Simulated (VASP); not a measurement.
BAs, 2 atoms in the cell. It takes space group F-43m (No. 216, cubic). The conventional cell has a = 4.777 Å, b = 4.777 Å, c = 4.777 Å, α = 90.00°, β = 90.00°, γ = 90.00°. Around B (site symmetry -43m) lie 4 As at 2.07 Å. As (site symmetry -43m) has 4 B at 2.07 Å as nearest neighbours. 

```yaml
Program: VASP 6.6.1
Task: relaxation of cell and atoms
Functional: revPBE
Potentials_or_basis: VASP PAW PBE potentials, release 64 (B, As)
Cutoff: 600 eV
k_mesh: 10 × 10 × 10
Occupations: gaussian, width 0.02 eV
Spin: no spin polarisation
Dipole_correction: no
Further_INCAR_settings: ALGO = Fast; EDIFF = 1e-06; IBRION = 2; EDIFFG = -0.005; NSW = 100; ISIF = 3
```

Potentials or basis: VASP PAW PBE potentials, release 64 (B, As).

The run is started by

```bash
$ cat potpaw_PBE.64/B/POTCAR potpaw_PBE.64/As/POTCAR > POTCAR
$ mpirun -np 1 vasp_std > vasp.out
```

Hardware: 1 thread of AMD EPYC 7R13 Processor (Zen 3), on a shared host.

Task: Estimate the wall time of this run.

Result: Wall time 30 s on 1 thread of AMD EPYC 7R13 Processor (Zen 3), on a shared host, peak memory 0.14 GiB. Counts: scf iterations 27, k points 47, ion steps 3.
